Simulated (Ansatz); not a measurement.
Rigid cleavage in BN

Theory: Ansatz, DFT PBE, scalar-relativistic, plane waves, PAW. Cutoff 420 eV, Γ-centred 10×10×2 k-points, Gaussian smearing of 0.05 eV. No spin polarisation. Energies are free energies at this smearing, counted from the undisturbed cell; pressure is positive in compression.

Zero of the scan (relaxed at this level):

```xyz
12
Lattice="1.8123 -1.8123 0.0000 1.8123 0.0000 -1.8123 7.2494 7.2494 7.2494" Properties=species:S:1:pos:R:3 pbc="T T T"
B     2.8693    2.8693    2.8693
B     2.8693    1.0570    1.0570
B     6.4940    2.8693    2.8693
B     6.4940    6.4940    6.4940
B     6.4940    4.6817    4.6817
B     2.8693   -0.7554   -0.7554
N     5.5878    1.9631    1.9631
N     1.9631    1.9631    1.9631
N     5.5878    3.7755    3.7755
N     9.2125    5.5878    5.5878
N     5.5878    5.5878    5.5878
N     1.9631    0.1508    0.1508
```

The cut lies on the cell's a–b face, a (1 -1 1) plane (indices in the standard cell, whose axes needn't be the Cartesian ones shown) of area 5.69 Å², between layers 1.57 Å apart. Vector c is lengthened by d along the normal with the atoms' Cartesian places fixed: one unrelaxed cut a cell.

```tsv
d (Å)	energy (J/m²)
-0.30	4.60
-0.15	0.86
0.00	0.00
0.25	1.21
0.50	3.44
0.75	5.68
1.00	7.64
1.50	10.54
2.00	12.22
3.00	13.52
4.50	13.78
6.00	13.82
```

(1) Predict the traction dE/dd (GPa) at each point.

## Answers

(1)
```csv
d (Å),traction dE/dd (GPa)
-0.30,-401.5
-0.15,-130.2
0.00,0.0
0.25,79.2
0.50,92.6
0.75,85.0
1.00,71.8
1.50,44.8
2.00,24.3
3.00,5.5
4.50,0.4
6.00,0.1
```

Cost: 12 runs of about 1.6 core-minutes in all, on Intel Xeon Platinum 8488C (Sapphire Rapids) (shared hosts).